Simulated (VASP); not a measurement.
Set up this calculation in VASP 6.6.1, as the native input.

```
Task                   : relaxation of cell and atoms
Functional             : PBE
Potentials or basis    : VASP PAW PBE potentials, release 64 (K_sv, Br)
Cutoff                 : 600 eV
k mesh                 : 5 × 5 × 5
Occupations            : fermi-dirac, width 0.0127 eV
Spin                   : no spin polarisation
Dipole correction      : no
Further INCAR settings : ALGO = Fast; EDIFF = 1e-06; IBRION = 2; EDIFFG = -0.01; NSW = 60; ISIF = 3
```

The structure of KBr lies in POSCAR:

```
KBr
1.0
    0.0000000000      3.3069800000      3.3069800000
    3.3069800000      0.0000000000      3.3069800000
    3.3069800000      3.3069800000      0.0000000000
K Br
1 1
Direct
    0.0000000000      0.0000000000      0.0000000000
    0.5000000000      0.5000000000      0.5000000000
```

The cell was built by a generator and needn't be a form met in nature.

The input as run:

INCAR

```
SYSTEM = KBr
PREC     = Accurate       ! precision mode
ENCUT    = 600            ! plane-wave cutoff, eV
EDIFF    = 1E-6           ! SCF threshold, eV
ISMEAR   = -1             ! smearing method
SIGMA    = 0.0127         ! smearing width, eV
LREAL    = .FALSE.        ! projectors in reciprocal space
LASPH    = .TRUE.         ! aspherical terms in the spheres
NELM     = 100            ! most SCF steps
ALGO     = Fast           ! electronic algorithm
ISIF     = 3              ! what is computed and relaxed
LWAVE    = .FALSE.        ! write WAVECAR
LCHARG   = .FALSE.        ! write CHGCAR
GGA      = PE             ! functional
IBRION   = 2              ! ionic algorithm
NSW      = 60             ! ionic steps
EDIFFG   = -0.01          ! ionic threshold
```

KPOINTS

```
Automatic mesh
0
G
  5 5 5
  0 0 0
```

Potentials or basis: VASP PAW PBE potentials, release 64 (K_sv, Br).

Run with:

```bash
$ cat potpaw_PBE.64/K_sv/POTCAR potpaw_PBE.64/Br/POTCAR > POTCAR
$ mpirun -np 1 vasp_std > vasp.out
```

Results of the run:

```
Relaxed volume                         : 37.80 Å³/atom
Relaxed cell                           : a = 4.746 Å, b = 4.746 Å, c = 4.746 Å, α = 60.00°, β = 60.00°, γ = 60.00°
Space group after relaxing (to 0.05 Å) : Fm-3m (No. 225)
Energy gained by relaxing              : 3.2 meV/atom
Ionic steps                            : 4
Pressure after relaxing                : 0.0 GPa
Band gap on the k mesh                 : 4.30 eV, direct
```

Wall time 32 s on 1 thread of Intel(R) Xeon(R) 6975P-C (Granite Rapids), with other jobs on the host, peak memory 0.24 GiB.
